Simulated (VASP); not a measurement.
# Ba8O7 (a cell with a defect) in VASP: a series of runs

The runs below take Ba8O7 (a cell with a defect) through single point, with PBE.

Program: VASP 6.6.1. These are calculated values, not measurements. Logs are shortened: lines on timing, memory, paths and dates and some standing lists are left out, and cuts for length are marked.

### 1 Starting point

The cell holds a defect, 15 atoms: a = 7.859 Å, b = 7.859 Å, c = 7.859 Å, α = 60.00°, β = 60.00°, γ = 60.00°.

### 2 Single point, PBE

INCAR

```
PREC = Accurate
ENCUT = 520
EDIFF = 1E-7
ISMEAR = 0
SIGMA = 0.1
LREAL = Auto
LASPH = T
NELM = 100
ALGO = Normal
ISIF = 2
LWAVE = F
LCHARG = T
GGA = PE
LELF = T
LVHAR = T
NBANDS = 74
```

KPOINTS

```
Automatic mesh
0
Gamma
  2 2 2
```

POSCAR

```
Ba8O7
1.0
    0.0000000000      5.5571560000      5.5571560000
    5.5571560000      0.0000000000      5.5571560000
    5.5571560000      5.5571560000      0.0000000000
Ba O
8 7
Direct
    0.0003630454     -0.0006288288      0.0001728402
   -0.0045772514     -0.0064524912      0.5058284309
   -0.0046801817      0.5049751168     -0.0063992265
   -0.0050145254      0.5050578929      0.5050550138
    0.5063170802     -0.0060613738     -0.0061063609
    0.5061010524     -0.0064174013      0.5050213634
    0.5062453708      0.5051658618     -0.0059943431
    0.5008878642      0.4987916481      0.4993043204
    0.2503578269      0.2501965934      0.7500666708
    0.2514815132      0.7486356330      0.2492607730
    0.2504013744      0.7495174690      0.7490125345
    0.7497781239      0.2494283047      0.2492731894
    0.7516215129      0.2478319846      0.7494516980
    0.7507867334      0.7496525201      0.2499145246
    0.7502485084      0.7494558368      0.7496750136
```

Potentials or basis: VASP PAW PBE potentials, release 64 (Ba_sv, O).

Started as:

```console
cat potpaw_PBE.64/Ba_sv/POTCAR potpaw_PBE.64/O/POTCAR > POTCAR
mpirun -np 1 vasp_std > vasp.out
```

OUTCAR:

```text
PREC = Accurate
   ENCUT = 520
   EDIFF = 1E-7
   ISMEAR = 0
   LREAL = Auto
   LASPH = T
   NELM = 100
   ISIF = 2
   GGA = PE

 ion  position               nearest neighbor table
   1  0.000  0.999  0.000-  12 2.77  14 2.77  13 2.78  10 2.78   9 2.78  11 2.78   6 3.93   4 3.93
                             2 3.93   3 3.93   5 3.93   7 3.93   7 3.93   5 3.93   3 3.93   2 3.93
   2  0.995  0.994  0.506-  15 2.72  13 2.77  11 2.77  10 2.79  12 2.79   3 3.84   5 3.84   4 3.84
                             6 3.85   1 3.93   8 3.93   8 3.93   1 3.93   6 4.01   4 4.02   5 4.02
   3  0.995  0.505  0.994-  15 2.72   9 2.77  11 2.78  14 2.78  12 2.79   2 3.84   4 3.84   7 3.84
                             5 3.84   1 3.93   8 3.93   8 3.93   1 3.93   5 4.02   7 4.02   4 4.02
   4  0.995  0.505  0.505-  15 2.72  14 2.78  10 2.78   9 2.78  13 2.78   3 3.84   6 3.84   7 3.84
                             2 3.84   1 3.93   8 3.93   8 3.93   1 3.93   2 4.02   7 4.02   6 4.02
   5  0.506  0.994  0.994-  15 2.72  13 2.77   9 2.78  10 2.78  14 2.78   2 3.84   7 3.84   3 3.84
                             6 3.84   8 3.93   1 3.93   1 3.93   8 3.93   6 4.01   3 4.02   7 4.02
   6  0.506  0.994  0.505-  15 2.72  14 2.77  12 2.78  11 2.78   9 2.79   7 3.84   4 3.84   5 3.84
                             2 3.85   1 3.93   8 3.93   8 3.93   1 3.93   2 4.01   5 4.01   4 4.02
   7  0.506  0.505  0.994-  15 2.71  10 2.77  12 2.77  11 2.78  13 2.79   6 3.84   5 3.84   3 3.84
                             4 3.84   8 3.93   1 3.93   1 3.93   8 3.93   4 4.02   3 4.02   5 4.02
   8  0.501  0.499  0.499-   9 2.77  12 2.78  10 2.78  11 2.78  14 2.78  13 2.78   7 3.93   5 3.93
                             6 3.93   2 3.93   4 3.93   3 3.93   3 3.93   2 3.93   4 3.93   6 3.93
   9  0.250  0.250  0.750-   3 2.77   8 2.77   5 2.78   4 2.78   1 2.78   6 2.79
  10  0.251  0.749  0.249-   7 2.77   8 2.78   1 2.78   4 2.78   5 2.78   2 2.79
  11  0.250  0.750  0.749-   2 2.77   3 2.78   6 2.78   8 2.78   7 2.78   1 2.78
  12  0.750  0.249  0.249-   7 2.77   1 2.77   8 2.78   6 2.78   3 2.79   2 2.79
  13  0.752  0.248  0.749-   2 2.77   5 2.77   1 2.78   4 2.78   8 2.78   7 2.79
  14  0.751  0.750  0.250-   6 2.77   1 2.77   4 2.78   5 2.78   8 2.78   3 2.78
  15  0.750  0.749  0.750-   7 2.71   5 2.72   6 2.72   3 2.72   4 2.72   2 2.72

  LATTYP: Found a face centered cubic cell.
 ALAT       =    11.1143120000

  Lattice vectors:

 A1 = (   0.0000000000,   5.5571560000,   5.5571560000)
 A2 = (   5.5571560000,   0.0000000000,   5.5571560000)
 A3 = (   5.5571560000,   5.5571560000,   0.0000000000)

Analysis of symmetry for initial positions (statically):
=====================================================================
 Subroutine PRICEL returns:
 Original cell was already a primitive cell.

 Routine SETGRP: Setting up the symmetry group for a
 face centered cubic supercell.

 Subroutine GETGRP returns: Found  1 space group operations
 (whereof  1 operations were pure point group operations)
 out of a pool of 48 trial point group operations.
[... 150 lines left out ...]
   LHFCALC =     F    Hartree Fock is set to
   AEXX    =    0.0000 exact exchange contribution
   IVDW    =     0    specifies the selected vdW correction
   LEPSILON=     F    determine dielectric tensor
   LRPA    =     F    only Hartree local field effects (RPA)
 non-spin polarized calculation
 Gauss-broadening in eV      SIGMA  =   0.10
  energy-cutoff  :      520.00
  volume of cell :      343.23
 maximum number of plane-waves:      9305
 NGX is ok and might be reduce to    60
   NGX = 29   NGY = 29   NGZ = 29

 number of electron     121.9999993 magnetization

 Free energy of the ion-electron system (eV)
  ---------------------------------------------------
  ext. energy  EPLUGINS =         0.00000000
  ---------------------------------------------------
  free energy    TOTEN  =       -83.78966828 eV

  energy without entropy =      -83.76719831  energy(sigma->0) =      -83.77843330

 E-fermi :   4.1054     XC(G=0):  -9.4899

 val. band max:        3.6708840987   @ k =   0.5000   0.0000   0.5000
 cond. band min:       4.1526946238   @ k =   0.0000   0.0000   0.5000
 fundamental gap:      0.4818105251
 Fermi energy:         4.1053842148

 k-point     1 :       0.0000    0.0000    0.0000
  band No.  band energies     occupation
      1     -24.2942      2.00000
      2     -24.0951      2.00000
      3     -24.0951      2.00000
      4     -24.0944      2.00000
      5     -24.0274      2.00000
      6     -24.0270      2.00000
[... 597 lines left out ...]
     72       6.7038      0.00000
     73       6.7050      0.00000
 [bands above 73 left out]

------------------------ aborting loop because EDIFF is reached ----------------------------------------

  FORCE on cell =-STRESS in cart. coord.  units (eV):
  Direction    XX          YY          ZZ          XY          YZ          ZX
  --------------------------------------------------------------------------------------
  -------------------------------------------------------------------------------------
  Total        5.3946356      5.3936392      5.3909117     -0.0032206     -0.0119238     -0.0039271
  in kB       25.1816937     25.1770423     25.1643107     -0.0150334     -0.0556593     -0.0183312
  external PRESSURE =      25.1743489 kB  Pullay stress =       0.0000000 kB

 VOLUME and BASIS-vectors are now :
 -----------------------------------------------------------------------------
  energy-cutoff  :      520.00
  volume of cell :      343.23
      direct lattice vectors                 reciprocal lattice vectors
     0.000000000  5.557156000  5.557156000    -0.089974080  0.089974080  0.089974080
     5.557156000  0.000000000  5.557156000     0.089974080 -0.089974080  0.089974080
     5.557156000  5.557156000  0.000000000     0.089974080  0.089974080 -0.089974080

 POSITION                                       TOTAL-FORCE (eV/Angst)
 -----------------------------------------------------------------------------------
      5.55462      0.00298      5.55568        -0.008072      0.000610      0.010036
      8.33227      8.34269     11.05302        -0.015354     -0.019677      0.064637
      8.32782     11.05274      8.33737         0.009492      0.074883     -0.003951
      5.61336      8.33596      8.33597        -0.070844      0.006892     -0.000834
     11.04669      8.33691      8.33716         0.071355      0.003397     -0.004470
      8.32798      5.61896      8.33398         0.010561     -0.065176      0.004417
      8.33113      8.33713      5.62057        -0.011271     -0.007065     -0.079155
      5.54657      5.55822      5.55537         0.009246      0.003645      0.009301
      5.55862      5.55951      2.78166        -0.017162     -0.004641     -0.011571
      5.54547      2.78270      5.55781         0.005645     -0.002806     -0.004189
      8.32757      5.55390      5.55671         0.004390      0.009235     -0.000747
      2.77136      5.55188      5.55275         0.002249      0.012944      0.009344
      5.54206      8.34170      5.55412         0.013689     -0.008450      0.009407
      5.55475      5.56105      8.33818        -0.002185     -0.004557     -0.008763
      8.33090      8.33531      8.33409        -0.001738      0.000765      0.006539
 -----------------------------------------------------------------------------------
    total drift:                                0.000179      0.000300     -0.005277

  FREE ENERGIE OF THE ION-ELECTRON SYSTEM (eV)
  ---------------------------------------------------
  free  energy   TOTEN  =       -83.7896682836 eV

  energy  without entropy=      -83.7671983085  energy(sigma->0) =      -83.77843330
```

Wall time 5.1 min (1 thread of Intel Xeon 6975P-C (Granite Rapids), shared host); peak memory 0.53 GiB.

What came out:

- Free energy: -83.7897 eV
- Pressure: 2.5 GPa
- Largest force: 0.080 eV/Å
- Band gap on the k mesh: none (metal or under the smearing width)

Forces on the atoms (eV/Å):
```
Ba  -0.008  0.001  0.010
Ba  -0.015 -0.020  0.065
Ba   0.009  0.075 -0.004
Ba  -0.071  0.007 -0.001
Ba   0.071  0.003 -0.004
Ba   0.011 -0.065  0.004
Ba  -0.011 -0.007 -0.079
Ba   0.009  0.004  0.009
O   -0.017 -0.005 -0.012
O    0.006 -0.003 -0.004
O    0.004  0.009 -0.001
O    0.002  0.013  0.009
O    0.014 -0.008  0.009
O   -0.002 -0.005 -0.009
O   -0.002  0.001  0.007
```

Caveat: the k mesh is coarse (spacing up to 0.49 Å⁻¹), so the values aren't converged. Spin-orbit coupling is left out, which matters for the levels of Ba.

### 3 Single point, PBE

INCAR

```
PREC = Accurate
ENCUT = 520
EDIFF = 1E-6
ISMEAR = 0
SIGMA = 0.1
LREAL = Auto
LASPH = T
NELM = 100
ALGO = Normal
ISIF = 2
LWAVE = F
LCHARG = F
GGA = PE
NBANDS = 74
```

KPOINTS is that of step 2.

POSCAR

```
Ba8O7
1.0
    0.0000000000      5.5571560000      5.5571560000
    5.5571560000      0.0000000000      5.5571560000
    5.5571560000      5.5571560000      0.0000000000
Ba O
8 7
Direct
   -0.0233561016     -0.0107158230      0.0165913104
    0.0166758860     -0.0007799853      0.4915738374
    0.0010666427      0.4989743855     -0.0225533528
    0.0010140079      0.4989598996      0.5216972495
    0.4984410191      0.0014866417     -0.0290640572
    0.4983952223      0.0014712562      0.5282633779
    0.5009200749      0.4830972893      0.0075849949
    0.5107659385      0.5231971174      0.4825768793
    0.2299423482      0.2701710191      0.7494669036
    0.2498470441      0.7427189375      0.2468208558
    0.2498019670      0.7427381020      0.7596987560
    0.7572609083      0.2501554752      0.2523207914
    0.7572645072      0.2501576346      0.7393880971
    0.6316880433      0.8684987429      0.2494599756
    0.7563091625      0.7435652337      0.7496242682
```

Potentials or basis: VASP PAW PBE potentials, release 64 (Ba_sv, O).

Started as:

```console
cat potpaw_PBE.64/Ba_sv/POTCAR potpaw_PBE.64/O/POTCAR > POTCAR
mpirun -np 1 vasp_std > vasp.out
```

Run time: 4.7 min. Hardware: 1 thread of Intel Xeon 6975P-C (Granite Rapids), shared host; peak memory 0.52 GiB.

The run converged. Its results:

```
Free energy            : -82.9523 eV
Pressure               : 3.5 GPa
Largest force          : 1.309 eV/Å
Band gap on the k mesh : none (metal or under the smearing width)
```

Forces on the atoms (eV/Å):
```
Ba  -0.009  0.009  0.056
Ba   0.073 -0.072 -0.148
Ba   0.302  0.103  0.001
Ba  -0.104 -0.303  0.002
Ba   0.120 -0.127 -0.002
Ba   0.127 -0.119 -0.001
Ba   0.077 -0.077  0.147
Ba  -0.004  0.004 -0.055
O    0.045 -0.044  0.001
O    0.044 -0.038  0.011
O    0.038 -0.042  0.012
O    0.038 -0.043 -0.013
O    0.044 -0.039 -0.011
O   -0.927  0.924 -0.001
O    0.138 -0.135  0.000
```

Stress tensor (GPa, compression positive):
```
4.40 1.06 0.00
1.06 4.40 0.00
0.00 0.00 1.68
```

Levels at points of the mesh, in eV from the Fermi level:
```csv
k point,band 58,band 59,band 60,band 61,band 62,band 63
"(0.00, 0.00, 0.00)",-2.53,-2.47,-2.46,-0.85,-0.49,-0.20
"(0.50, 0.00, 0.00)",-3.11,-3.11,-2.91,0.04,0.46,0.72
"(0.00, 0.50, 0.00)",-3.11,-3.11,-2.91,0.04,0.46,0.72
"(0.00, 0.00, 0.50)",-3.09,-3.09,-2.79,0.05,0.37,0.66
"(0.50, 0.50, 0.50)",-3.09,-3.09,-2.79,0.05,0.37,0.66
"(0.50, 0.50, 0.00)",-2.68,-2.62,-2.61,-0.36,0.57,0.59
"(0.00, 0.50, 0.50)",-2.63,-2.62,-2.56,-0.31,0.41,0.69
"(0.50, 0.00, 0.50)",-2.63,-2.62,-2.56,-0.31,0.41,0.69
```

Caveat: the k mesh is coarse (spacing up to 0.49 Å⁻¹), so the values aren't converged.

### 4 Single point, PBE

INCAR

```
SYSTEM = Ba8O7
PREC = Accurate
ENCUT = 520
EDIFF = 1E-6
ISMEAR = 0
SIGMA = 0.1
LREAL = Auto
LASPH = .True.
NELM = 100
ALGO = Fast
ISIF = 2
LWAVE = .False.
LCHARG = .True.
GGA = PE
LELF = .True.
LVHAR = .True.
NBANDS = 74
```

KPOINTS

```
Automatic mesh
0
Gamma
  2 2 2
  0 0 0
```

POSCAR

```
Ba8O7
1.0
    0.0000000000      5.5571560000      5.5571560000
    5.5571560000      0.0000000000      5.5571560000
    5.5571560000      5.5571560000      0.0000000000
Ba O
8 7
Direct
   -0.0314663652     -0.0112396521      0.0209275212
    0.0326687788      0.0096480106      0.4783591643
    0.0007529931      0.4992716598     -0.0324073141
    0.0007194327      0.4992596933      0.5315197198
    0.5007601010     -0.0008857048     -0.0432393836
    0.5007143942     -0.0009377099      0.5425375858
    0.4903935574      0.4670679571      0.0208773157
    0.5112594464      0.5311474970      0.4783073392
    0.2416969220      0.2585600440      0.7494143587
    0.2446474420      0.7430968287      0.2496701550
    0.2446190102      0.7430939495      0.7617022088
    0.7569401507      0.2553427509      0.2495363636
    0.7569482483      0.2553634449      0.7373099657
    0.5011033521      0.9994474692      0.2492790377
    0.7599981897      0.7400064889      0.7495700139
```

Potentials or basis: VASP PAW PBE potentials, release 64 (Ba_sv, O).

Started as:

```console
cat potpaw_PBE.64/Ba_sv/POTCAR potpaw_PBE.64/O/POTCAR > POTCAR
mpirun -np 1 vasp_std > vasp.out
```

OUTCAR:

```text
SYSTEM = Ba8O7
   PREC = Accurate
   ENCUT = 520
   EDIFF = 1E-6
   ISMEAR = 0
   LREAL = Auto
   LASPH = .True.
   NELM = 100
   ISIF = 2
   GGA = PE

 ion  position               nearest neighbor table
   1  0.969  0.989  0.021-  12 2.77  13 2.77  10 2.81  11 2.81   9 3.02  14 3.16   7 3.76   5 3.91
                             6 3.91   4 3.95   3 3.95   4 3.95   3 3.95   2 3.96   2 3.96   6 3.99
   2  0.033  0.010  0.478-  10 2.77  11 2.77  12 2.81  13 2.81  15 3.01  14 3.17   8 3.76   5 3.91
                             6 3.91   4 3.94   3 3.94   3 3.95   4 3.95   1 3.96   1 3.96   5 3.99
   3  0.001  0.499  0.968-  15 2.55   9 2.55  11 2.73  12 2.73   4 3.43   5 3.93   5 3.93   2 3.94
                             7 3.94   8 3.94   1 3.95   1 3.95   8 3.95   2 3.95   7 3.95   4 4.43
   4  0.001  0.499  0.532-  15 2.55   9 2.55  13 2.73  10 2.73   3 3.43   6 3.93   6 3.93   2 3.94
                             7 3.94   8 3.94   1 3.95   1 3.95   8 3.95   7 3.95   2 3.95   3 4.43
   5  0.501  0.999  0.957-  14 2.30  15 2.61   9 2.61  10 2.86  13 2.86   6 3.26   1 3.91   8 3.91
                             7 3.91   2 3.91   3 3.93   3 3.93   2 3.99   7 3.99   8 3.99   1 3.99
[... 829 lines left out ...]
  --------------------------------------------------------------------------------------
  -------------------------------------------------------------------------------------
  Total       13.3278014     13.3266222      1.0013114      6.5528525      0.0005933      0.0033929
  in kB       62.2130272     62.2075228      4.6740350     30.5881502      0.0027697      0.0158376
  external PRESSURE =      43.0315283 kB  Pullay stress =       0.0000000 kB

 VOLUME and BASIS-vectors are now :
 -----------------------------------------------------------------------------
  energy-cutoff  :      520.00
  volume of cell :      343.23
      direct lattice vectors                 reciprocal lattice vectors
     0.000000000  5.557156000  5.557156000    -0.089974080  0.089974080  0.089974080
     5.557156000  0.000000000  5.557156000     0.089974080 -0.089974080  0.089974080
     5.557156000  5.557156000  0.000000000     0.089974080  0.089974080 -0.089974080

 POSITION                                       TOTAL-FORCE (eV/Angst)
 -----------------------------------------------------------------------------------
      5.61099      5.49859     10.87699        -0.020774      0.019118     -0.031269
      2.71193      2.83986      0.23516         0.020946     -0.018209      0.034719
      8.15159      5.38125      2.77872         0.153006      0.159979      0.000039
      5.72820      2.95774      2.77846        -0.158593     -0.152703     -0.001214
     10.86910      8.09967      8.33504        -0.223883     -0.231488     -0.003427
      8.56691      5.79751      8.33449         0.229792      0.223425     -0.004923
      2.71159      2.84121      5.32076         0.019511     -0.022163     -0.035583
      5.60970      5.49918      5.79282        -0.017035      0.020141      0.030285
      5.60147      5.50776      2.78001        -0.017568      0.016368      0.002637
      5.51696      2.74700      5.48905        -0.014993     -0.013933      0.049661
      8.36239      5.59228      5.48888         0.013519      0.013390      0.051566
      2.80569      5.59315      5.62541         0.013832      0.013202     -0.050972
      5.51644      8.30383      5.62557        -0.015077     -0.013993     -0.048613
      6.93937      4.16999      8.33879         0.000164      0.001166      0.005371
      8.27781      8.38891      8.33576         0.017154     -0.014301      0.001721
 -----------------------------------------------------------------------------------
    total drift:                               -0.003315     -0.001123      0.000462

  FREE ENERGIE OF THE ION-ELECTRON SYSTEM (eV)
  ---------------------------------------------------
  free  energy   TOTEN  =       -81.8869754453 eV

  energy  without entropy=      -81.8678124481  energy(sigma->0) =      -81.87739395
```

OSZICAR:

```text
N       E                     dE             d eps       ncg     rms          rms(c)
DAV:   1     0.943370668006E+03    0.94337E+03   -0.59818E+04  1184   0.152E+03
DAV:   2    -0.266175404131E+02   -0.96999E+03   -0.94436E+03  1640   0.314E+02
DAV:   3    -0.990943312040E+02   -0.72477E+02   -0.71755E+02  1360   0.923E+01
[... 14 lines left out ...]
RMM:  18    -0.818869661221E+02   -0.10308E-04   -0.11150E-04  1771   0.179E-02    0.364E-03
RMM:  19    -0.818869714255E+02   -0.53034E-05   -0.51840E-05  1536   0.118E-02    0.299E-03
RMM:  20    -0.818869737974E+02   -0.23719E-05   -0.22281E-05  1428   0.902E-03    0.212E-03
RMM:  21    -0.818869748833E+02   -0.10859E-05   -0.11761E-05  1201   0.477E-03    0.103E-03
RMM:  22    -0.818869754453E+02   -0.56199E-06   -0.47160E-06  1032   0.325E-03
   1 F= -.81886975E+02 E0= -.81877394E+02  d E =-.191630E-01
```

stdout:

```text
POSCAR found type information on POSCAR BaO
 POSCAR found :  2 types and      15 ions
 scaLAPACK will be used
 LDA part: xc-table for (Slater+PW92), standard interpolation
 POSCAR, INCAR and KPOINTS ok, starting setup
 FFT: planning ... GRIDC
 FFT: planning ... GRID_SOFT
 FFT: planning ... GRID
 WAVECAR not read
 entering main loop
```

Run time: 6.6 min. Hardware: 1 thread of Intel Xeon 6975P-C (Granite Rapids), shared host; peak memory 0.54 GiB.

What came out:

| Quantity | Value |
| --- | --- |
| Free energy | -81.8870 eV |
| Pressure | 4.3 GPa |
| Largest force | 0.322 eV/Å |
| Band gap on the k mesh | none (metal or under the smearing width) |

Forces on the atoms (eV/Å):
```
Ba  -0.021  0.019 -0.031
Ba   0.021 -0.018  0.035
Ba   0.153  0.160  0.000
Ba  -0.159 -0.153 -0.001
Ba  -0.224 -0.231 -0.003
Ba   0.230  0.223 -0.005
Ba   0.020 -0.022 -0.036
Ba  -0.017  0.020  0.030
O   -0.018  0.016  0.003
O   -0.015 -0.014  0.050
O    0.014  0.013  0.052
O    0.014  0.013 -0.051
O   -0.015 -0.014 -0.049
O    0.000  0.001  0.005
O    0.017 -0.014  0.002
```

Stress tensor (GPa, compression positive):
```
6.22 3.06 0.00
3.06 6.22 0.00
0.00 0.00 0.47
```

Caveat: the k mesh is coarse (spacing up to 0.49 Å⁻¹), so the values aren't converged. The run has no spin-orbit coupling, so splittings on Ba are missing.

(Part 1 of 2 ends here.)
